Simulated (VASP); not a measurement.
# GaSb (F-43m) in VASP: further runs

Runs on GaSb. Level: PBE+D3(BJ). Tasks: single point, relaxation of cell and atoms.

All numbers are computed with VASP 6.6.1; they aren't measurements. Logs are shortened: lines on timing, memory, paths and dates and some standing lists are left out, and cuts for length are marked.

## Step 1: The structure

The structure is cubic, space group F-43m (No. 216). Conventional cell: a = 6.214 Å, b = 6.214 Å, c = 6.214 Å, α = 90.00°, β = 90.00°, γ = 90.00°. Ga (site symmetry -43m) is surrounded by 4 Sb at 2.69 Å. Sb (site symmetry -43m) is surrounded by 4 Ga at 2.69 Å.

## Step 2: Single point, PBE+D3(BJ) (relaxed again under DFT PBE+D3(BJ), scalar-relativistic, plane waves, PAW)

Input file INCAR:

```
SYSTEM = GaSb
PREC = Accurate
ENCUT = 520
EDIFF = 1E-6
ISMEAR = 0
SIGMA = 0.1
LREAL = .False.
LASPH = .True.
NELM = 100
ALGO = Normal
ISIF = 2
LWAVE = .False.
LCHARG = .False.
GGA = PE
IVDW = 12
NBANDS = 16
```

Input file KPOINTS:

```
Automatic mesh
0
Gamma
  12 12 12
  0 0 0
```

Input file POSCAR:

```
GaSb
1.0
    0.0000000000      3.0645583952      3.0645583952
    3.0645583952      0.0000000000      3.0645583952
    3.0645583952      3.0645583952      0.0000000000
Ga Sb
1 1
Direct
    0.0000000000      0.0000000000      0.0000000000
    0.2500000000      0.2500000000      0.2500000000
```

Potentials or basis: VASP PAW PBE potentials, release 64 (Ga_d, Sb).

On the command line:

```console
$ cat potpaw_PBE.64/Ga_d/POTCAR potpaw_PBE.64/Sb/POTCAR > POTCAR
$ mpirun -np 1 vasp_std > vasp.out
```

OUTCAR:

```text
SYSTEM = GaSb
   PREC = Accurate
   ENCUT = 520
   EDIFF = 1E-6
   ISMEAR = 0
   LREAL = .False.
   LASPH = .True.
   NELM = 100
   ISIF = 2
   GGA = PE
   IVDW = 12
 IVDW          = 12

 ion  position               nearest neighbor table
   1  0.000  0.000  0.000-   2 2.65   2 2.65   2 2.65   2 2.65
   2  0.250  0.250  0.250-   1 2.65   1 2.65   1 2.65   1 2.65

  LATTYP: Found a face centered cubic cell.
 ALAT       =     6.1291167904

  Lattice vectors:

 A1 = (   0.0000000000,   3.0645583952,   3.0645583952)
 A2 = (   3.0645583952,   0.0000000000,   3.0645583952)
 A3 = (   3.0645583952,   3.0645583952,   0.0000000000)

Analysis of symmetry for initial positions (statically):
=====================================================================
 Subroutine PRICEL returns:
 Original cell was already a primitive cell.

 Routine SETGRP: Setting up the symmetry group for a
 face centered cubic supercell.

 Subroutine GETGRP returns: Found 24 space group operations
 (whereof 24 operations were pure point group operations)
 out of a pool of 48 trial point group operations.

The static configuration has the point symmetry T_d .

Analysis of symmetry for dynamics (positions and initial velocities):
=====================================================================
 Subroutine PRICEL returns:
 Original cell was already a primitive cell.

 Routine SETGRP: Setting up the symmetry group for a
 face centered cubic supercell.

 Subroutine GETGRP returns: Found 24 space group operations
 (whereof 24 operations were pure point group operations)
 out of a pool of 48 trial point group operations.

The dynamic configuration has the point symmetry T_d .

 Subroutine INISYM returns: Found 24 space group operations
 (whereof 24 operations are pure point group operations),
 and found     1 'primitive' translations

----------------------------------------------------------------------------------------

                                     Primitive cell

  volume of cell :      57.5617

  direct lattice vectors                    reciprocal lattice vectors
     0.000000000  3.064558395  3.064558395    -0.163155644  0.163155644  0.163155644
     3.064558395  0.000000000  3.064558395     0.163155644 -0.163155644  0.163155644
     3.064558395  3.064558395  0.000000000     0.163155644  0.163155644 -0.163155644

  length of vectors
     4.333940045  4.333940045  4.333940045     0.282593866  0.282593866  0.282593866

  position of ions in fractional coordinates (direct lattice)
     0.000000000  0.000000000  0.000000000
     0.250000000  0.250000000  0.250000000

  ion indices of the primitive-cell ions
   primitive index   ion index
                 1           1
                 2           2

----------------------------------------------------------------------------------------

 KPOINTS: Automatic mesh

Automatic generation of k-mesh.
 Grid dimensions read from file:
 generate k-points for:   12   12   12

 Generating k-lattice:

  Cartesian coordinates                     Fractional coordinates (reciprocal lattice)
    -0.013596304  0.013596304  0.013596304     0.083333333  0.000000000  0.000000000
     0.013596304 -0.013596304  0.013596304     0.000000000  0.083333333  0.000000000
     0.013596304  0.013596304 -0.013596304     0.000000000  0.000000000  0.083333333

  Length of vectors
     0.023549489  0.023549489  0.023549489

  Shift w.r.t. Gamma in fractional coordinates (k-lattice)
     0.000000000  0.000000000  0.000000000

 Subroutine IBZKPT returns following result:
 ===========================================

 Found     72 irreducible k-points:

 Following reciprocal coordinates:
            Coordinates               Weight
  0.000000  0.000000  0.000000      1.000000
  0.083333  0.000000  0.000000      8.000000
  0.166667  0.000000  0.000000      8.000000
  0.250000  0.000000  0.000000      8.000000
  0.333333  0.000000  0.000000      8.000000
  0.416667  0.000000  0.000000      8.000000
[... 16 lines left out ...]
  0.500000  0.166667  0.000000     24.000000
 -0.416667  0.166667  0.000000     24.000000
 [... further k-points ...]
   k-points           NKPTS =     72   k-points in BZ     NKDIM =     72   number of bands    NBANDS=     16
   number of dos      NEDOS =    301   number of ions     NIONS =      2
   total plane-waves  NPLWV =  32768
   dimension x,y,z NGX =    32 NGY =   32 NGZ =   32
   dimension x,y,z NGXF=    64 NGYF=   64 NGZF=   64
   ions per type =               1   1
   NGX,Y,Z   is equivalent  to a cutoff of  12.27, 12.27, 12.27 a.u.
   NGXF,Y,Z  is equivalent  to a cutoff of  24.55, 24.55, 24.55 a.u.
 SYSTEM =  GaSb
   PREC   = accura    normal or accurate (medium, high low for compatibility)
   ISTART =      0    job   : 0-new  1-cont  2-samecut
   ICHARG =      2    charge: 1-file 2-atom 10-const
   ISPIN  =      1    spin polarized calculation?
   LNONCOLLINEAR =      F non collinear calculations
   LSORBIT =      F    spin-orbit coupling
   LASPH  =      T    aspherical Exc in radial PAW
   ENCUT  =  520.0 eV  38.22 Ry    6.18 a.u.   8.06  8.06  8.06*2*pi/ulx,y,z
   NELM   =    100;   NELMIN=  2; NELMDL= -5     # of ELM steps
   EDIFF  = 0.1E-05   stopping-criterion for ELM
   LREAL  =      F    real-space projection
   EDIFFG = 0.1E-04   stopping-criterion for IOM
   NSW    =      0    number of steps for IOM
   IBRION =     -1    ionic relax: 0-MD 1-quasi-New 2-CG
   NFREE  =      0    steps in history (QN), initial steepest desc. (CG)
   ISIF   =      2    stress and relaxation
   ISYM   =      2    0-nonsym 1-usesym 2-fastsym
   POTIM  = 0.5000    time-step for ionic-motion
   TEBEG  =    0.0;   TEEND  =   0.0 temperature during run
   PSTRESS=    0.0 pullay stress
   NELECT =      18.0000    total number of electrons
   NUPDOWN=      -1.0000    fix difference up-down
   EMIN   =  10.00;   EMAX   =-10.00  energy-range for DOS
   EFERMI =   0.00;   METHOD = LEGACY
   ISMEAR =     0;   SIGMA  =   0.10  broadening in eV -4-tet -1-fermi 0-gaus
   EFERMI_NEDOS =   21; number of points for ismear=-14 and -15
   IALGO  =     38    algorithm
   IMIX   =      4    mixing-type and parameters
     AMIX     =   0.40;   BMIX     =  1.00
     AMIX_MAG =   1.60;   BMIX_MAG =  1.00
  volume/ion in A,a.u.               =      28.78       194.22
  Fermi-wavevector in a.u.,A,eV,Ry     =   1.111189  2.099842 16.799658  1.234740
  Thomas-Fermi vector in A             =   2.247749
   LORBIT       =      0    0 simple, 1 ext, 2 COOP (PROOUT), +10 PAW based schemes
   GGA     = PE    functional components
   LHFCALC =     F    Hartree Fock is set to
   AEXX    =    0.0000 exact exchange contribution
   IVDW    =    12    specifies the selected vdW correction
   LEPSILON=     F    determine dielectric tensor
   LRPA    =     F    only Hartree local field effects (RPA)
 non-spin polarized calculation
 Gauss-broadening in eV      SIGMA  =   0.10
  energy-cutoff  :      520.00
  volume of cell :       57.56
 maximum number of plane-waves:      1572
   NGX = 17   NGY = 17   NGZ = 17

 number of electron      17.9999988 magnetization

 Free energy of the ion-electron system (eV)
  ---------------------------------------------------
  ext. energy  EPLUGINS =         0.00000000
  ---------------------------------------------------
  free energy    TOTEN  =        -7.35718745 eV

  energy without entropy =       -7.35705660  energy(sigma->0) =       -7.35712202

 E-fermi :   4.8696     XC(G=0):  -9.0660

 val. band max:        4.8134032440   @ k =   0.0000   0.0000   0.0000
 cond. band min:       5.2060082877   @ k =   0.5000   0.0000   0.0000
 fundamental gap:      0.3926050437
 Fermi energy:         4.8695813108

 k-point     1 :       0.0000    0.0000    0.0000
  band No.  band energies     occupation
      1     -10.2083      2.00000
      2     -10.2083      2.00000
      3     -10.2083      2.00000
      4     -10.1594      2.00000
      5     -10.1594      2.00000
      6      -6.6251      2.00000
[... 8 lines left out ...]
     15      13.3957      0.00000
     16      13.3957      0.00000

 k-point     2 :       0.0833    0.0000    0.0000
  band No.  band energies     occupation
      1     -10.2102      2.00000
      2     -10.2075      2.00000
      3     -10.2075      2.00000
      4     -10.1595      2.00000
      5     -10.1595      2.00000
      6      -6.5541      2.00000
[... 8 lines left out ...]
     15      12.8867      0.00000
     16      12.8867      0.00000

 k-point     3 :       0.1667    0.0000    0.0000
  band No.  band energies     occupation
      1     -10.2152      2.00000
      2     -10.2053      2.00000
      3     -10.2053      2.00000
      4     -10.1597      2.00000
      5     -10.1597      2.00000
      6      -6.3452      2.00000
[... 8 lines left out ...]
     15      12.4153      0.00000
     16      12.4153      0.00000

 k-point     4 :       0.2500    0.0000    0.0000
  band No.  band energies     occupation
      1     -10.2220      2.00000
      2     -10.2026      2.00000
      3     -10.2026      2.00000
      4     -10.1598      2.00000
      5     -10.1598      2.00000
      6      -6.0142      2.00000
[... 8 lines left out ...]
     15      12.3930      0.00000
     16      12.3930      0.00000
[... 324 lines left out ...]
 k-point    22 :       0.4167    0.1667    0.0000
  band No.  band energies     occupation
      1     -10.2359      2.00000
      2     -10.1963      2.00000
      3     -10.1949      2.00000
      4     -10.1631      2.00000
      5     -10.1579      2.00000
      6      -5.2260      2.00000
[... 8 lines left out ...]
     15      13.9755      0.00000
     16      14.6710      0.00000

 k-point    23 :       0.5000    0.1667    0.0000
  band No.  band energies     occupation
      1     -10.2383      2.00000
      2     -10.1956      2.00000
      3     -10.1941      2.00000
      4     -10.1621      2.00000
      5     -10.1585      2.00000
      6      -4.8809      2.00000
[... 8 lines left out ...]
     15      14.5722      0.00000
     16      14.7353      0.00000

 k-point    24 :      -0.4167    0.1667    0.0000
  band No.  band energies     occupation
      1     -10.2382      2.00000
      2     -10.1956      2.00000
      3     -10.1946      2.00000
      4     -10.1610      2.00000
      5     -10.1595      2.00000
      6      -4.8241      2.00000
[... 8 lines left out ...]
     15      13.4897      0.00000
     16      13.9472      0.00000

 [... further k-points ...]

------------------------ aborting loop because EDIFF is reached ----------------------------------------

 Edisp (eV)   -0.66101

 E8    (eV) :    -0.3100

  FORCE on cell =-STRESS in cart. coord.  units (eV):
  Direction    XX          YY          ZZ          XY          YZ          ZX
  --------------------------------------------------------------------------------------
  -------------------------------------------------------------------------------------
  Total       0.02652     0.02652     0.02652     0.00000     0.00000    -0.00000
  in kB       0.73804     0.73804     0.73804     0.00000     0.00000    -0.00000
  external pressure =        0.74 kB  Pullay stress =        0.00 kB

 VOLUME and BASIS-vectors are now :
 -----------------------------------------------------------------------------
  energy-cutoff  :      520.00
  volume of cell :       57.56
      direct lattice vectors                 reciprocal lattice vectors
     0.000000000  3.064558395  3.064558395    -0.163155644  0.163155644  0.163155644
     3.064558395  0.000000000  3.064558395     0.163155644 -0.163155644  0.163155644
     3.064558395  3.064558395  0.000000000     0.163155644  0.163155644 -0.163155644

 POSITION                                       TOTAL-FORCE (eV/Angst)
 -----------------------------------------------------------------------------------
      0.00000      0.00000      0.00000        -0.000000     -0.000000     -0.000000
      1.53228      1.53228      1.53228         0.000000      0.000000      0.000000
 -----------------------------------------------------------------------------------
    total drift:                                0.000002      0.000002      0.000002

  FREE ENERGIE OF THE ION-ELECTRON SYSTEM (eV)
  ---------------------------------------------------
  free  energy   TOTEN  =        -8.0181940186 eV

  energy  without entropy=       -8.0180631697  energy(sigma->0) =       -8.01812859
```

Wall time 28 s (1 thread of Intel Xeon 6975P-C (Granite Rapids), shared host); peak memory 0.23 GiB.

Results:

* Free energy: -8.0182 eV
* Pressure: 0.1 GPa
* Band gap on the k mesh: none (metal or under the smearing width)
* Dispersion energy per atom: -0.331 eV

Levels at points of the mesh, in eV from the Fermi level:
| k point | band 5 | band 6 | band 7 | band 8 | band 9 | band 10 | band 11 | band 12 | band 13 | band 14 |
| --- | --- | --- | --- | --- | --- | --- | --- | --- | --- | --- |
| (0.00, 0.00, 0.00) | -15.03 | -11.49 | -0.06 | -0.06 | -0.06 | -0.06 | 2.72 | 2.72 | 2.72 | 5.75 |
| (0.50, 0.00, 0.00) | -15.03 | -9.88 | -6.39 | -1.20 | -1.20 | 0.34 | 3.69 | 3.69 | 6.41 | 9.27 |
| (0.50, 0.50, 0.00) | -15.02 | -9.06 | -6.84 | -2.61 | -2.61 | 0.86 | 1.21 | 8.59 | 8.59 | 9.96 |

Caveat: pairwise dispersion overbinds metals, which lowers pressure and volume. The run has no spin-orbit coupling, so splittings on Sb are missing.

## Step 3: Relaxation of cell and atoms, PBE+D3(BJ)

Input file INCAR:

```
PREC     = Accurate       # precision mode
ENCUT    = 600            # plane-wave cutoff, eV
EDIFF    = 1E-7           # SCF threshold, eV
ISMEAR   = 0              # smearing method
SIGMA    = 0.1            # smearing width, eV
LREAL    = F              # projectors in reciprocal space
LASPH    = T              # aspherical terms in the spheres
NELM     = 100            # most SCF steps
ALGO     = Normal         # electronic algorithm
ISIF     = 3              # what is computed and relaxed
LWAVE    = F              # write WAVECAR
LCHARG   = F              # write CHGCAR
GGA      = PE             # functional
IVDW     = 12             # dispersion correction
IBRION   = 2              # ionic algorithm
NSW      = 70             # ionic steps
EDIFFG   = -0.005         # ionic threshold
```

Input file KPOINTS:

```
Automatic mesh
0
Gamma
  12 12 12
```

Input file POSCAR:

```
GaSb
1.0
    0.0000000000      3.1069206344      3.1069206344
    3.1069206344      0.0000000000      3.1069206344
    3.1069206344      3.1069206344      0.0000000000
Ga Sb
1 1
Direct
    0.0000000000      0.0000000000      0.0000000000
    0.2500000000      0.2500000000      0.2500000000
```

Potentials or basis: VASP PAW PBE potentials, release 64 (Ga_d, Sb).

On the command line:

```console
$ cat potpaw_PBE.64/Ga_d/POTCAR potpaw_PBE.64/Sb/POTCAR > POTCAR
$ mpirun -np 1 vasp_std > vasp.out
```

Run time: 1.7 min. Hardware: 1 thread of Intel Xeon 6975P-C (Granite Rapids), shared host; peak memory 0.27 GiB.

The run converged. Its results:

```
Free energy                            : -8.0183 eV
Relaxed volume                         : 28.82 Å³/atom
Relaxed cell                           : a = 4.336 Å, b = 4.336 Å, c = 4.336 Å, α = 60.00°, β = 60.00°, γ = 60.00°
Space group after relaxing (to 0.05 Å) : F-43m (No. 216)
Energy gained by relaxing              : 7.0 meV/atom
Ionic steps                            : 3
Pressure after relaxing                : 0.0 GPa
Band gap on the k mesh                 : none (metal or under the smearing width)
Dispersion energy per atom             : -0.330 eV
```

The path:
| step | energy change (eV) | largest force (eV/Å) | pressure (GPa) | volume (Å³) |
| --- | --- | --- | --- | --- |
| 1 | 0.0000 | 0.0000 | -1.83 | 59.98 |
| 2 | -0.0130 | 0.0000 | 0.52 | 57.06 |
| 3 | -0.0139 | 0.0000 | 0.02 | 57.63 |

Final structure:
```
Ga Sb
1.0
     0.00000    3.06577    3.06577
     3.06577    0.00000    3.06577
     3.06577    3.06577    0.00000
Ga Sb
1 1
Direct
  0.00000 0.00000 0.00000
  0.25000 0.25000 0.25000
```

Levels at points of the mesh, in eV from the Fermi level:
```csv
k point,band 5,band 6,band 7,band 8,band 9,band 10,band 11,band 12,band 13
"(0.00, 0.00, 0.00)",-15.03,-11.49,-0.07,-0.05,-0.05,-0.05,2.72,2.72,2.72
"(0.50, 0.00, 0.00)",-15.03,-9.88,-6.39,-1.20,-1.20,0.34,3.69,3.69,6.42
"(0.50, 0.50, 0.00)",-15.02,-9.06,-6.84,-2.61,-2.61,0.86,1.21,8.59,8.59
```

Caveat: pairwise dispersion overbinds metals, which lowers pressure and volume. The run has no spin-orbit coupling, so splittings on Sb are missing.
